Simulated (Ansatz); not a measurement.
Bi: single point with PBE

Crystal: Bi.

```
Bi
1.0
     3.48860   -3.13258    0.00000
     3.48860    3.13258    0.00000
    -1.26023    0.00000    3.11355
Bi
2
Direct
  0.75023 0.75159 0.84910
  0.24710 0.25308 0.14475
```

This isn't the form of Bi at room conditions, which is rhombohedral.

The cell isn't the ideal one: atoms moved at random, drawn with an rms of 0.05 Å.

- Program: Ansatz 0.2.0
- Task: single point
- Functional: PBE
- Potentials or basis: Ansatz PAW
- Cutoff: 420 eV (not typed: the program's choice for these potentials)
- k mesh: 6 × 6 × 9
- Occupations: fermi-dirac, width 0.05 eV
- Spin: no spin polarisation

| Quantity | Value |
| --- | --- |
| Pressure | -0.1 GPa |
| Largest force | 0.095 eV/Å |
| Band gap on the k mesh | none (metal or under the smearing width) |

Forces in eV/Å, atoms in the order of the input:
```
Bi   0.083  0.015  0.044
Bi  -0.083 -0.015 -0.044
```

Stress tensor (GPa, compression positive):
```
-0.06 -0.02 -0.32
-0.02 -0.81 -0.02
-0.32 -0.02  0.67
```

Levels at points of the mesh, in eV from the Fermi level:
```
             k point  band 13  band 14  band 15  band 16  band 17  band 18
  (0.00, 0.00, 0.00)    -3.06    -2.79     2.79     3.07     3.69     4.06
 (0.00, -0.50, 0.00)    -1.10    -0.92    -0.77    -0.71     3.41     4.53
 (-0.50, 0.00, 0.00)    -1.06    -0.96    -0.79    -0.71     3.43     4.51
(-0.50, -0.50, 0.00)    -4.92    -4.91     3.11     3.92     5.17     5.52
```

Run time: 4.5 s on 2 threads of Arm Neoverse V2 (shared host), peak memory 0.43 GiB.

Caveat: spin-orbit coupling is left out, which moves the levels of the heavy elements.
